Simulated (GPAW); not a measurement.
**RbH (honeycomb monolayer): G0W0 on several meshes in GPAW**

Aim: the GW shift of RbH (honeycomb monolayer) against the k mesh.

Program: GPAW 26.7.0. Level of theory: LDA and many-body steps on it, plane waves. Results are calculated unless marked as measured.

### Step 1. The structure

The cell holds 2 atoms: 1 Rb and 1 H. Cell: a = 4.612 Å, b = 4.612 Å, c = 11.400 Å, α = 90.0°, β = 90.0°, γ = 120.0°. Vacuum lies along c.

Coordinates:

```xyz
2
Lattice="4.6120 0.0000 0.0000 -2.3060 3.9941 0.0000 0.0000 0.0000 11.4000" Properties=species:S:1:pos:R:3
Rb    0.0000    2.6628    5.7013
H     2.3060    1.3314    5.6987
```

The structure was relaxed with LDA. The runs that relaxed it are not among those shown.

### Step 2. Empty states on the mesh, 9×9×1 mesh, 351 bands

This step: GPAW 26.7.0; DFT, LDA, plane waves, PAW.

The sums over transitions need many empty states on a uniform mesh; this step solves for them.

Contents of run.py:

```python
import json
import numpy as np
from gpaw.mpi import world
from gpaw import GPAW

calc = GPAW('gs.gpw').fixed_density(kpts={'size': (9, 9, 1), 'gamma': True},
    nbands=409,
    convergence={'bands': 351},
    txt='nscf.txt')
calc.write('full.gpw', mode='all')
res = {}
kpts = calc.get_ibz_k_points()
res['kpts'] = kpts
res['eigenvalues'] = [calc.get_eigenvalues(kpt=k) for k in range(len(kpts))]
res['n_electrons'] = calc.get_number_of_electrons()

if world.rank == 0:
    with open('result.json', 'w') as f:
        json.dump(res, f, default=lambda x: x.tolist())
```

Command:

```sh
$ mpirun -n 4 gpaw python run.py
```

Numbers of over 12 decimals in the logs are rounded to 6 here.

Log:

```text
Diagonalizing LCAO Hamiltonian
Converting LCAO to pw mode
convergence criteria:
- Maximum integral of absolute [eigenst]ate change: 4e-08 eV^2 / valence electron
maximum number of iterations: 100

SCF iterations
|iter     |     time |      energy | eigst |  dens |
|iter:   1|  |             | +5.19 |       |
|iter:   2|  |             | +3.98 |       |
|iter:   3|  |             | +2.85 |       |
[...]
|iter:  16|  |             | -6.82 |       |
|iter:  17|  |             | -7.12 |       |
|iter:  18|  |             | -7.40c|       |
SCF steps: 18
  __  _  _
 | _ |_)|_||  |
 |__||  | ||/\| - 26.7.0

Input parameters:
  mode=PW(ecut=600.0),
  convergence={'bands': 351},
  gpts=array([27, 27, 70]),
  kpts=MonkhorstPack(size=(9, 9, 1), gamma=True),
  maxiter=100,
  nbands=409,
  occupations=Occupations(name='fermi-dirac', width=0.001, fixmagmom=False),
  parallel={},
  xc=XC(name='LDA')
# Writing to full.gpw (mode='all')
  [... matrices ...]

timing:  # [seconds]
  Total: 0.158  # ━━━━━━━━━━━━━━━━━━━━━━━━━━━━━━━━━━━━━━━━━━━━━━━━━━━━━━━━━━━
```

Run time: 6.5 min. Hardware: 4 MPI ranks of Arm Neoverse V2, shared host; peak memory 1.9 GiB; 26 min of CPU time.

This step gave:

- gap: 2.891 eV
- k of the valence top: 0.3333, 0.3333, 0
- k of the conduction bottom: 0, 0, 0
- least direct gap: 3.662 eV
- k points computed: 12
- lowest point of the top converged band, above the valence top: 79.9167 eV

On this mesh the gap is 2.891 eV.

### Step 3. 9×9×1

G0W0 replaces the xc potential by the self-energy, built once from these orbitals. Only a window of levels is corrected, while the sums run over the empty bands that the input names.

This step: G0W0 on LDA, plane waves, PAW.

Contents of run.py:

```python
import json
import numpy as np
from gpaw.mpi import world
from gpaw.response.g0w0 import G0W0

gw = G0W0('full.gpw',
    filename='gw',
    kpts=[0, 6, 9],
    bands=(3, 7),
    ecut=48,
    nbands=158,
    truncation='2D',
    integrate_gamma='sphere',
    q0_correction=True,
    frequencies={'type': 'nonlinear', 'domega0': 0.15, 'omega2': 15.0},
    eta=0.1,
    nblocksmax=True)
gw.calculate()
res = {mode: {k: v for k, v in r.items() if k != 'sigma_eskwn'}
       for mode, r in gw.all_results.items()}

if world.rank == 0:
    with open('result.json', 'w') as f:
        json.dump(res, f, default=lambda x: x.tolist())
```

Command:

```sh
$ mpirun -n 4 gpaw python run.py
```

Log:

```text
Using integrator: PointIntegrator
NonLinearFrequencyDescriptor(from 0.000 to 75.270 eV, 164 points)
Nonperiodic BCs:  [False False  True]
Using integrator: PointIntegrator
NonLinearFrequencyDescriptor(from 0.000 to 75.270 eV, 164 points)
Nonperiodic BCs:  [False False  True]
Applying analytical 2D correction to W:
    Evaluating Gamma point contribution to W on a 11x11x1 grid
  ___  _ _ _
 |   || | | |
 | | || | | |
 |__ ||_____|
 |___|

BZ k-points: Symmetries present (total): 6

  [... matrices ...]
81 k-points: 9 x 9 x 1 Monkhorst-Pack grid
12 k-points in the irreducible part of the Brillouin zone
       k-points in crystal coordinates                weights
   0:     0.00000000    0.00000000    0.00000000          1/81
   1:     0.11111111    0.00000000    0.00000000          6/81
   2:     0.22222222   -0.11111111    0.00000000          6/81
   3:     0.22222222    0.00000000    0.00000000          6/81
   4:     0.33333333   -0.11111111    0.00000000         12/81
   5:     0.33333333    0.00000000    0.00000000          6/81
   6:     0.33333333    0.33333333    0.00000000          2/81
   7:     0.44444444   -0.22222222    0.00000000          6/81
   8:     0.44444444   -0.11111111    0.00000000         12/81
   9:     0.44444444    0.00000000    0.00000000          6/81
          ...
  11:     0.44444444    0.44444444    0.00000000          6/81

Distributing spins, k-points and bands (1 x 3 x 4) over 1 process
Number of blocks: 4

Quasi particle states:
k-points (IBZ indices): [0, 6, 9]
Band range: (3, 7)
  [... matrices ...]
Computational parameters:
Plane wave cut-off: 48 eV
Number of bands: 158
Coulomb cutoff: 2D
Broadening: 0.1 eV

fxc modes: GW
Kernel: RPA
Using full-frequency real axis integration
Summing all q:

Calculating screened Coulomb potential
2D Coulomb truncation
NonLinearFrequencyDescriptor(from 0.000 to 75.270 eV, 164 points)
Removing empty qpoint cache files...

Calculating chi0 body with:
    Ground state adapter containing:
    Number of spins: 1
    Number of kpoints: 81
    Number of irreducible kpoints: 12
    Number of completely occupied states: 5
    Number of partially occupied states: 5
    Occupied states memory: 3.893280 M / cpu

    Linear response parametrization:
    q_c: [0.0, 0.0, 0.0]
    Number of frequency points: 164
    Planewave cutoff: 48.0
    Number of bands: 158
    Number of planewaves: 163
    Broadening (eta): 0.1
    comm.size: 4
    kncomm.size: 1
    blockcomm.size: 4

    Memory estimate of potentially large arrays:
        chi0_wGG: 16.621841 M / cpu
Integrating chi0 body.

Symmetries of q_c:
    Direct symmetries (Uq -> q): 6
    Indirect symmetries (TUq -> q): 6
In total 12 allowed symmetries.

  [... matrices ...]
12 groups of equivalent kpoints. 85.185185% reduction.

Integral kind: spectral function
Integrating chi0 head and wings.

Symmetries of q_c:
    Direct symmetries (Uq -> q): 6
    Indirect symmetries (TUq -> q): 6
In total 12 allowed symmetries.

  [... matrices ...]
12 groups of equivalent kpoints. 85.185185% reduction.

Integral kind: spectral function wings

Calculating chi0 body with:
    Ground state adapter containing:
    Number of spins: 1
    Number of kpoints: 81
    Number of irreducible kpoints: 12
    Number of completely occupied states: 5
    Number of partially occupied states: 5
[... the further q-points ...]

Results:
f:      Occupation numbers
eps:     KS-eigenvalues [eV]
vxc:     KS vxc [eV]
exx:     Exact exchange [eV]
sigma:   Self-energies [eV]
dsigma:  Self-energy derivatives
Z:       Renormalization factors
qp:      QP-energies [eV]

k-point 0 (0): (0.000, 0.000, 0.000)                GW
band       f     eps     vxc     exx   sigma  dsigma       Z      qp
                                                                   GW
   3   1.000 -12.795 -19.373 -24.884   2.135  -0.230   0.813 -15.541
   4   1.000  -3.674  -8.788 -12.442   1.262  -0.429   0.700  -5.347
   5   0.000   0.383  -2.815  -1.128  -0.775  -0.101   0.909   1.211
   6   0.000   0.517  -3.265  -1.119  -1.026  -0.115   0.897   1.522

k-point 1 (6): (0.333, 0.333, 0.000)                GW
band       f     eps     vxc     exx   sigma  dsigma       Z      qp
                                                                   GW
   3   1.000 -12.927 -19.027 -24.558   2.132  -0.240   0.807 -15.668
   4   1.000  -2.508 -10.409 -13.909   1.189  -0.321   0.757  -4.257
[...]
k-point 2 (9): (0.444, 0.000, 0.000)                GW
band       f     eps     vxc     exx   sigma  dsigma       Z      qp
                                                                   GW
[...]
4   1.000  -2.677 -10.116 -13.602   1.172  -0.341   0.746  -4.402
   5   0.000   0.985  -5.553  -2.370  -1.571  -0.158   0.863   2.376
   6   0.000   1.504  -4.698  -1.596  -1.440  -0.148   0.871   2.952
```

It took 3.6 min on 4 MPI ranks; peak memory 2.1 GiB; 14 min of CPU time.

Numbers from this step:

```
G0W0 gap on the points computed              : 5.469 eV
least direct G0W0 gap on the computed points : 6.558 eV
Z at the valence top                         : 0.7568
Z at the conduction bottom                   : 0.9086
starting gap on the mesh                     : 2.891 eV
k of the valence top                         : 0.3333, 0.3333, 0
k of the conduction bottom                   : 0, 0, 0
```

The gap on the mesh goes from 2.89 eV to 5.47 eV, a correction of +2.58 eV.

### Step 4. Empty states on the mesh, 6×6×1 mesh, 168 bands

This step: DFT, LDA, plane waves, PAW.

Contents of run.py:

```python
import json
import numpy as np
from gpaw.mpi import world
from gpaw import GPAW

calc = GPAW('gs.gpw').fixed_density(kpts={'size': (6, 6, 1), 'gamma': True},
    nbands=196,
    convergence={'bands': 168},
    txt='nscf.txt')
calc.write('full.gpw', mode='all')
res = {}
kpts = calc.get_ibz_k_points()
res['kpts'] = kpts
res['eigenvalues'] = [calc.get_eigenvalues(kpt=k) for k in range(len(kpts))]
res['n_electrons'] = calc.get_number_of_electrons()

if world.rank == 0:
    with open('result.json', 'w') as f:
        json.dump(res, f, default=lambda x: x.tolist())
```

Command:

```sh
$ mpirun -n 4 gpaw python run.py
```

Log:

```text
Diagonalizing LCAO Hamiltonian
Converting LCAO to pw mode
convergence criteria:
- Maximum integral of absolute [eigenst]ate change: 4e-08 eV^2 / valence electron
maximum number of iterations: 100

SCF iterations
|iter     |     time |      energy | eigst |  dens |
|iter:   1|  |             | +4.79 |       |
|iter:   2|  |             | +3.51 |       |
|iter:   3|  |             | +2.39 |       |
[...]
|iter:  13|  |             | -6.66 |       |
|iter:  14|  |             | -6.99 |       |
|iter:  15|  |             | -7.47c|       |
SCF steps: 15
  __  _  _
 | _ |_)|_||  |
 |__||  | ||/\| - 26.7.0

Input parameters:
  mode=PW(ecut=600.0),
  convergence={'bands': 168},
  gpts=array([27, 27, 70]),
  kpts=MonkhorstPack(size=(6, 6, 1), gamma=True),
  maxiter=100,
  nbands=196,
  occupations=Occupations(name='fermi-dirac', width=0.001, fixmagmom=False),
  parallel={},
  xc=XC(name='LDA')
# Writing to full.gpw (mode='all')
  [... matrices ...]

timing:  # [seconds]
  Total: 0.049  # ━━━━━━━━━━━━━━━━━━━━━━━━━━━━━━━━━━━━━━━━━━━━━━━━━━━━━━━━━━━
```

Wall time 75 s (4 MPI ranks); peak memory 1.3 GiB; 5 min of CPU time.

Numbers from this step:

| Quantity | Value |
| --- | --- |
| gap | 2.891 eV |
| k of the valence top | 0.3333, 0.3333, 0 |
| k of the conduction bottom | 0, 0, 0 |
| least direct gap | 3.671 eV |
| k points computed | 7 |
| lowest point of the top converged band, above the valence top | 48.71 eV |

On this mesh the gap is 2.891 eV.

### Step 5. 6×6×1

This step: G0W0 on LDA, plane waves, PAW.

Contents of run.py:

```python
import json
import numpy as np
from gpaw.mpi import world
from gpaw.response.g0w0 import G0W0

gw = G0W0('full.gpw',
    filename='gw',
    kpts=[0, 4, 6],
    bands=(3, 7),
    ecut=48,
    nbands=158,
    truncation='2D',
    integrate_gamma='sphere',
    q0_correction=True,
    frequencies={'type': 'nonlinear', 'domega0': 0.15, 'omega2': 15.0},
    eta=0.1,
    nblocksmax=True)
gw.calculate()
res = {mode: {k: v for k, v in r.items() if k != 'sigma_eskwn'}
       for mode, r in gw.all_results.items()}

if world.rank == 0:
    with open('result.json', 'w') as f:
        json.dump(res, f, default=lambda x: x.tolist())
```

Command:

```sh
$ mpirun -n 4 gpaw python run.py
```

Log:

```text
Using integrator: PointIntegrator
NonLinearFrequencyDescriptor(from 0.000 to 75.270 eV, 164 points)
Nonperiodic BCs:  [False False  True]
Using integrator: PointIntegrator
NonLinearFrequencyDescriptor(from 0.000 to 75.270 eV, 164 points)
Nonperiodic BCs:  [False False  True]
Applying analytical 2D correction to W:
    Evaluating Gamma point contribution to W on a 15x15x1 grid
  ___  _ _ _
 |   || | | |
 | | || | | |
 |__ ||_____|
 |___|

BZ k-points: Symmetries present (total): 6

  [... matrices ...]
36 k-points: 6 x 6 x 1 Monkhorst-Pack grid + [1/12,1/12,0.000000]
7 k-points in the irreducible part of the Brillouin zone
       k-points in crystal coordinates                weights
   0:     0.00000000    0.00000000    0.00000000          1/36
   1:     0.16666667    0.00000000    0.00000000          6/36
   2:     0.33333333   -0.16666667    0.00000000          6/36
   3:     0.33333333    0.00000000    0.00000000          6/36
   4:     0.33333333    0.33333333    0.00000000          2/36
   5:     0.50000000    0.33333333    0.00000000         12/36
   6:     0.50000000    0.50000000    0.00000000          3/36

Distributing spins, k-points and bands (1 x 3 x 4) over 1 process
Number of blocks: 4

Quasi particle states:
k-points (IBZ indices): [0, 4, 6]
Band range: (3, 7)
  [... matrices ...]
Computational parameters:
Plane wave cut-off: 48 eV
Number of bands: 158
Coulomb cutoff: 2D
Broadening: 0.1 eV

fxc modes: GW
Kernel: RPA
Using full-frequency real axis integration
Summing all q:

Calculating screened Coulomb potential
2D Coulomb truncation
NonLinearFrequencyDescriptor(from 0.000 to 75.270 eV, 164 points)
Removing empty qpoint cache files...

Calculating chi0 body with:
    Ground state adapter containing:
    Number of spins: 1
    Number of kpoints: 36
[...]
comm.size: 4
    kncomm.size: 1
    blockcomm.size: 4

    Memory estimate of potentially large arrays:
        chi0_wGG: 16.621841 M / cpu
Integrating chi0 body.

Symmetries of q_c:
    Direct symmetries (Uq -> q): 6
    Indirect symmetries (TUq -> q): 6
In total 12 allowed symmetries.

  [... matrices ...]
7 groups of equivalent kpoints. 80.555556% reduction.

Integral kind: spectral function
Integrating chi0 head and wings.

Symmetries of q_c:
    Direct symmetries (Uq -> q): 6
    Indirect symmetries (TUq -> q): 6
In total 12 allowed symmetries.

  [... matrices ...]
7 groups of equivalent kpoints. 80.555556% reduction.

Integral kind: spectral function wings

Calculating chi0 body with:
    Ground state adapter containing:
    Number of spins: 1
    Number of kpoints: 36
    Number of irreducible kpoints: 7
    Number of completely occupied states: 5
    Number of partially occupied states: 5
[... the further q-points ...]

Results:
f:      Occupation numbers
eps:     KS-eigenvalues [eV]
vxc:     KS vxc [eV]
exx:     Exact exchange [eV]
sigma:   Self-energies [eV]
dsigma:  Self-energy derivatives
Z:       Renormalization factors
qp:      QP-energies [eV]

k-point 0 (0): (0.000, 0.000, 0.000)                GW
band       f     eps     vxc     exx   sigma  dsigma       Z      qp
                                                                   GW
   3   1.000 -12.795 -19.373 -24.884   2.123  -0.208   0.828 -15.600
   4   1.000  -3.674  -8.788 -12.442   1.252  -0.396   0.716  -5.393
   5   0.000   0.383  -2.815  -1.128  -0.793  -0.104   0.906   1.192
[...]
k-point 1 (4): (0.333, 0.333, 0.000)                GW
band       f     eps     vxc     exx   sigma  dsigma       Z      qp
                                                                   GW
[...]
k-point 2 (6): (0.500, 0.500, 0.000)                GW
band       f     eps     vxc     exx   sigma  dsigma       Z      qp
                                                                   GW
[...]
5   0.000   1.025  -5.662  -2.423  -1.607  -0.162   0.861   2.429
   6   0.000   1.569  -4.900  -1.675  -1.493  -0.150   0.869   3.075
```

The job ended after 65 s (4 MPI ranks; peak memory 1.7 GiB).

Numbers from this step:

* G0W0 gap on the points computed: 5.472 eV
* least direct G0W0 gap on the computed points: 6.585 eV
* Z at the valence top: 0.7639
* Z at the conduction bottom: 0.9055
* starting gap on the mesh: 2.891 eV
* k of the valence top: 0.3333, 0.3333, 0
* k of the conduction bottom: 0, 0, 0

Against G0W0 in GPAW (9×9×1 mesh, 158 bands, screening to 48 eV, full frequency, Hilbert transform), the gap moves by +0.003 eV.

### Step 6. Side by side

Times are wall times on 4 MPI ranks of Arm Neoverse V2, shared host, good to a factor of about two.

```
  run   mesh  bands  screening cutoff (eV)  DFT gap (eV)  gap on the mesh (eV)  direct (eV)     time
9×9×1  9×9×1    158                     48         2.891                 5.469        6.558  3.6 min
6×6×1  6×6×1    158                     48         2.891                 5.472        6.585     65 s
```

### Step 7. Results

```
9×9×1        : 5.469 eV
6×6×1        : 5.472 eV
known limits : not at the basis limit; no spin-orbit coupling
```

**Reading.** 6×6×1: +0.003 eV against 9×9×1. Bands and cutoff are finite, so the gap is not at the basis limit. The miss can reach some tenths of an eV and take either sign; the mesh is an error of its own. These stock PAW sets were not made for GW. In the G0W0 runs levels were corrected at 3 k points alone, so a gap called «on the mesh» is the least over those, and an edge elsewhere would be missed. The many-body steps are scalar-relativistic: spin-orbit coupling is not in them.

[Paths, hosts, dates, memory and timing lines, banners, echoed tables and standing remarks are left out of the program output.]

[Logs are printed without paths, hosts, clocks, repeated set-up lines and the standing remarks that a program may print on its own settings, such as how far it seeks lower states.]

[Runs of the session that timed out or met a known fault of the program may be left out.]

[Hosts, paths, dates, database ids (printed as entryN), source tags and the programs' standing remarks are cut or masked in the printed files.]
